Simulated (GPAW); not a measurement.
MoS2:

```xyz
3
Lattice="3.2275 0.0000 0.0000 -1.6137 2.7951 0.0000 0.0000 0.0000 6.3125" Properties=species:S:1:pos:R:3 pbc="T T T"
Mo    0.0000    0.0000    3.1562
S     1.6137    0.9317    4.7008
S     0.0000    1.8634    1.6117
```

Measurements of this composition are mostly on another form, of space group No. 194.

```yaml
Program: GPAW 26.7.0
Task: relaxation of cell and atoms
Functional: PBEsol
Potentials_or_basis: PAW data sets generated in the run's folder for this functional
Cutoff: 600 eV
Basis: pw
k_mesh: 7 × 7 × 3
Occupations: fermi-dirac, width 0.05 eV
Spin: no spin polarisation
```

At the start: pressure -3.3 GPa; volume 18.98 Å³/atom.

How do energy, volume and symmetry change on relaxing?

Over 14 steps the energy falls by 15.0 meV/atom and the volume is 17.39 Å³/atom (-8.4 %); space group P-3m1 (No. 164, to 0.05 Å).

Step by step:
```csv
step,energy change (eV),largest force (eV/Å),pressure (GPa),volume (Å³)
1,0.0000,0.0015,-3.31,56.94
2,-0.0072,0.0723,-2.61,56.63
3,-0.0267,0.3566,0.65,55.03
4,-0.0313,0.3208,0.86,54.70
5,-0.0390,0.0828,0.26,54.08
6,-0.0393,0.0295,-0.06,54.08
7,-0.0394,0.0122,-0.18,54.08
8,-0.0397,0.0184,-0.40,54.06
9,-0.0403,0.0600,-0.69,53.93
10,-0.0416,0.1131,-1.04,53.54
11,-0.0434,0.1423,-1.13,52.79
12,-0.0445,0.1009,-0.72,52.25
13,-0.0451,0.0227,-0.16,52.12
14,-0.0451,0.0004,0.00,52.16
```

Final structure:
```
CELL_PARAMETERS angstrom
3.15464 0.00000 0.00000
-1.57732 2.73200 0.00000
0.00000 0.00000 6.05188
ATOMIC_POSITIONS crystal
Mo 0.00000 0.00000 0.50000
S 0.66667 0.33333 0.76044
S 0.33333 0.66667 0.23956
```

Caveat: later steps reuse the first step's grids; this functional lacks dispersion, which binds the layers, so the pressure and a relaxed spacing across them are unreliable.
